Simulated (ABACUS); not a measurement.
# KCl (Sylvite) (Fm-3m) in ABACUS: settings compared, part 2 of 2

ABACUS 3.10.1.

## 3. Relaxation of cell and atoms, PBEsol

File INPUT:

```
INPUT_PARAMETERS
suffix              KCl
calculation         cell-relax
basis_type          pw
pseudo_dir          ./
symmetry            1
dft_functional      pbesol
ecutwfc             40
pseudo_rcut         10
nspin               1
nbands              12
ks_solver           dav
smearing_method     fd
smearing_sigma      0.00367493
scf_thr             1e-08
scf_nmax            100
mixing_type         broyden
mixing_beta         0.7
cal_force           1
cal_stress          1
ecutrho             320
relax_nmax          60
force_thr_ev        0.01
relax_method        cg
out_stru            1
stress_thr          0.2
kpar                4
```

File STRU:

```
ATOMIC_SPECIES
K 39.0983 k_pbesol_v1.4.uspp.F.UPF
Cl 35.4500 cl_pbesol_v1.4.uspp.F.UPF

LATTICE_CONSTANT
1.8897261246

LATTICE_VECTORS
0.0000000000 3.1464700000 3.1464700000
3.1464700000 0.0000000000 3.1464700000
3.1464700000 3.1464700000 0.0000000000

ATOMIC_POSITIONS
Direct

K
0.0
1
0.0000000000 0.0000000000 0.0000000000 1 1 1

Cl
0.0
1
0.5000000000 0.5000000000 0.5000000000 1 1 1
```

File KPT:

```
K_POINTS
0
Gamma
6 6 6 0 0 0
```

Potentials or basis: GBRV ultrasoft 1.5 PBEsol, plane waves.

Run with:

```
$ OMP_NUM_THREADS=1 mpirun -np 4 abacus > log
```

Run time: 39 s. Hardware: 4 MPI ranks of AMD EPYC 9R45 (Zen 5), shared host; peak memory 0.84 GiB.

The run converged. Its results:

| Quantity | Value |
| --- | --- |
| Free energy | -1230.0967 eV |
| Relaxed volume | 29.65 Å³/atom |
| Relaxed cell | a = 4.377 Å, b = 4.377 Å, c = 4.377 Å, α = 60.00°, β = 60.00°, γ = 60.00° |
| Space group after relaxing (to 0.05 Å) | Fm-3m (No. 225) |
| Energy gained by relaxing | 5.2 meV/atom |
| Ionic steps | 3 |
| Pressure after relaxing | 0.0 GPa |
| Band gap on the k mesh | 5.19 eV, direct |

The path:
| step | energy change (eV) | largest force (eV/Å) | pressure (GPa) | volume (Å³) |
| --- | --- | --- | --- | --- |
| 1 | 0.0000 | 0.0000 | -1.06 | 62.30 |
| 2 | -0.0090 | 0.0000 | -0.43 | 60.39 |
| 3 | -0.0105 | 0.0000 | -0.01 | 59.29 |

Final structure:
```
K Cl
1.0
     0.00000    3.09497    3.09497
     3.09497    0.00000    3.09497
     3.09497    3.09497    0.00000
K Cl
1 1
Direct
  0.00000 0.00000 0.00000
  0.50000 0.50000 0.50000
```

Levels at points of the mesh, in eV from the valence-band top:
```
           k point  band 4  band 5  band 6  band 7  band 8  band 9
(0.00, 0.00, 0.00)  -10.46  -10.46    0.00    0.00    0.00    5.19
(0.50, 0.50, 0.50)  -10.47  -10.19   -1.18   -0.38   -0.38    7.55
(0.50, 0.50, 0.00)  -10.53  -10.53   -0.71   -0.24   -0.24    6.34
```

## 4. Single point, rSCAN

File INPUT:

```
INPUT_PARAMETERS
suffix              KCl
calculation         scf
basis_type          pw
pseudo_dir          ./
latname             fcc
symmetry            1
dft_functional      MGGA_X_RSCAN+MGGA_C_RSCAN
ecutwfc             86
pseudo_rcut         10
nspin               1
nbands              18
ks_solver           dav
smearing_method     fd
smearing_sigma      0.00367493
scf_thr             1e-08
scf_nmax            100
mixing_type         broyden
mixing_beta         0.7
cal_force           1
cal_stress          1
mixing_tau          1
out_chg             1
out_pot             2
out_elf             1
```

File STRU:

```
ATOMIC_SPECIES
K 39.0983 K_ONCV_PBE-1.2.upf
Cl 35.4500 Cl_ONCV_PBE-1.2.upf

LATTICE_CONSTANT
11.8919331187

ATOMIC_POSITIONS
Direct

K
0.0
1
0.0000000000 0.0000000000 0.0000000000 1 1 1

Cl
0.0
1
0.5000000000 0.5000000000 0.5000000000 1 1 1
```

File KPT:

```
K_POINTS
0
Gamma
4 4 4 0 0 0
```

Potentials or basis: SG15 ONCV 1.2 PBE, plane waves.

Run with:

```
$ OMP_NUM_THREADS=1 mpirun -np 4 abacus > log
```

It took 19 s on 4 MPI ranks of Intel Xeon Platinum 8488C (Sapphire Rapids), shared host; peak memory 0.28 GiB.

Results (log left out):

```
Free energy            : -1189.9348 eV
Pressure               : -0.2 GPa
Band gap on the k mesh : 5.67 eV, direct
```

Levels at points of the mesh, in eV from the valence-band top:
```csv
k point,band 5,band 6,band 7,band 8,band 9,band 10,band 11,band 12
"(0.00, 0.00, 0.00)",-10.92,0.00,0.00,0.00,5.67,9.08,9.08,9.08
"(0.50, 0.50, 0.50)",-10.72,-1.06,-0.32,-0.32,8.06,9.20,11.35,11.35
"(0.50, 0.50, 0.00)",-10.98,-0.67,-0.23,-0.23,7.04,9.11,10.61,11.20
```

Caveat: the k mesh is coarse (spacing up to 0.43 Å⁻¹), so the values aren't converged; the potentials were made for another functional, which shifts forces and pressure.

## 5. Relaxation of cell and atoms, rSCAN

File INPUT:

```
INPUT_PARAMETERS
suffix              KCl
calculation         cell-relax
basis_type          pw
pseudo_dir          ./
symmetry            1
dft_functional      MGGA_X_RSCAN+MGGA_C_RSCAN
ecutwfc             86
pseudo_rcut         10
nspin               1
nbands              12
ks_solver           dav
smearing_method     fd
smearing_sigma      0.00367493
scf_thr             1e-08
scf_nmax            100
mixing_type         broyden
mixing_beta         0.7
cal_force           1
cal_stress          1
mixing_tau          1
relax_nmax          60
force_thr_ev        0.005
relax_method        cg
out_stru            1
stress_thr          0.2
kpar                4
```

Changes to STRU since step 4:

```diff
@@ -5,3 +5,8 @@
 LATTICE_CONSTANT
-11.8919331187
+1.8897261246
+
+LATTICE_VECTORS
+0.0000000000 3.1464700000 3.1464700000
+3.1464700000 0.0000000000 3.1464700000
+3.1464700000 3.1464700000 0.0000000000
```

KPT is that of step 4.

Run with:

```
$ OMP_NUM_THREADS=1 mpirun -np 4 abacus > log
```

Run time: 26 s. Hardware: 4 MPI ranks of Intel Xeon Platinum 8488C (Sapphire Rapids), shared host; peak memory 0.48 GiB.

It converged, with:

* Free energy: -1189.9351 eV
* Relaxed volume: 30.84 Å³/atom
* Relaxed cell: a = 4.435 Å, b = 4.435 Å, c = 4.435 Å, α = 60.00°, β = 60.00°, γ = 60.00°
* Space group after relaxing (to 0.05 Å): Fm-3m (No. 225)
* Energy gained by relaxing: 0.2 meV/atom
* Ionic steps: 4
* Pressure after relaxing: 0.0 GPa
* Band gap on the k mesh: 5.71 eV, direct

The path:
| step | energy change (eV) | largest force (eV/Å) | pressure (GPa) | volume (Å³) |
| --- | --- | --- | --- | --- |
| 1 | 0.0000 | 0.0000 | -0.18 | 62.30 |
| 2 | -0.0003 | 0.0000 | -0.08 | 61.98 |
| 3 | -0.0003 | 0.0000 | 0.07 | 61.51 |
| 4 | -0.0003 | 0.0000 | 0.01 | 61.68 |

Final structure:
```
K Cl
1.0
     0.00000    3.13595    3.13595
     3.13595    0.00000    3.13595
     3.13595    3.13595    0.00000
K Cl
1 1
Direct
  0.00000 0.00000 0.00000
  0.50000 0.50000 0.50000
```

Levels at points of the mesh, in eV from the valence-band top:
```csv
k point,band 4,band 5,band 6,band 7,band 8,band 9,band 10,band 11,band 12
"(0.00, 0.00, 0.00)",-10.90,-10.90,0.00,0.00,0.00,5.71,9.08,9.08,9.08
"(0.50, 0.50, 0.50)",-10.91,-10.69,-1.08,-0.33,-0.33,8.09,9.24,11.39,11.39
"(0.50, 0.50, 0.00)",-10.96,-10.96,-0.68,-0.23,-0.23,7.04,9.16,10.67,11.22
```

Caveat: the k mesh is coarse (spacing up to 0.43 Å⁻¹), so the values aren't converged; the potentials were made for another functional, which shifts forces and pressure.

## 6. Summary

```tsv
task	level	potentials or basis	cell	k mesh	cutoff (eV)	max steps of the relaxation	force threshold	optimiser	stress threshold	mesh quality	gap on the mesh (eV)	pressure (GPa)	relaxed volume (Å³/atom)
single point	PBEsol	GBRV ultrasoft 1.5 PBEsol, plane waves	as given	6 × 6 × 6	544	-	-	-	-	not flagged	5.03	-1.1	-
relaxation of cell and atoms	PBEsol	GBRV ultrasoft 1.5 PBEsol, plane waves	relaxed	6 × 6 × 6	544	60	0.01 eV/Å	cg	0.2 kbar	not flagged	5.19	0.0	29.65
single point	rSCAN	SG15 ONCV 1.2 PBE, plane waves	as given	4 × 4 × 4	1170	-	-	-	-	coarse	5.67	-0.2	-
relaxation of cell and atoms	rSCAN	SG15 ONCV 1.2 PBE, plane waves	relaxed	4 × 4 × 4	1170	60	0.005 eV/Å	cg	0.2 kbar	coarse	5.71	0.0	30.84
```

Alike in all rows: no spin polarisation; smearing fermi-dirac 0.05 eV.

Caveats: some runs use coarse meshes; the potentials were made for another functional, which shifts forces and pressure (some runs).

Total energies depend on the potentials used, so only differences within one code and one set of settings carry meaning.

## 7. How close it comes

Step 2. Measured gap of KCl: 8.68 eV (a printed reference work, monograph). This calculation gives 5.03 eV (-3.65 eV). The value is that of PBEsol, without temperature or zero-point motion. Semilocal functionals fall short of measured gaps as a rule.
